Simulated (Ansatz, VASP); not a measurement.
**I: VASP beside Ansatz**

```xyz
1
Lattice="0.0000 2.1016 2.1016 2.1016 0.0000 2.1016 2.1016 2.1016 0.0000" Properties=species:S:1:pos:R:3 pbc="T T T"
I     0.0000    0.0000    0.0000
```

Change from the starting cell: volume scaled by 0.6, LAPW.

Alike in both runs: task single point; functional LDA; k mesh 14 × 14 × 14; occupations fermi-dirac, width 0.05 eV; no spin polarisation.

```csv
,VASP,Ansatz
version,VASP 6.6.1,Ansatz 0.2.0
potentials or method,"VASP PAW LDA potentials, release 64 (I), cutoff 520 eV","all-electron LAPW, scalar-relativistic"
```

|  | VASP | Ansatz | Ansatz less VASP |
| --- | --- | --- | --- |
| pressure (GPa) | 68.9 | 68.9 | +0.08 |

Ansatz ran all-electron here, so the differences hold the error of VASP's frozen core and of both bases.

Caveats: the cell as given lies far from equilibrium; so large a pressure means that the cell lies far from this level's equilibrium, or that cutoff or potentials fall short (VASP); an odd number of electrons without spin polarisation forces a metal; a magnetic or distorted state may lie lower. The runs have no spin-orbit coupling, so splittings on I are missing.
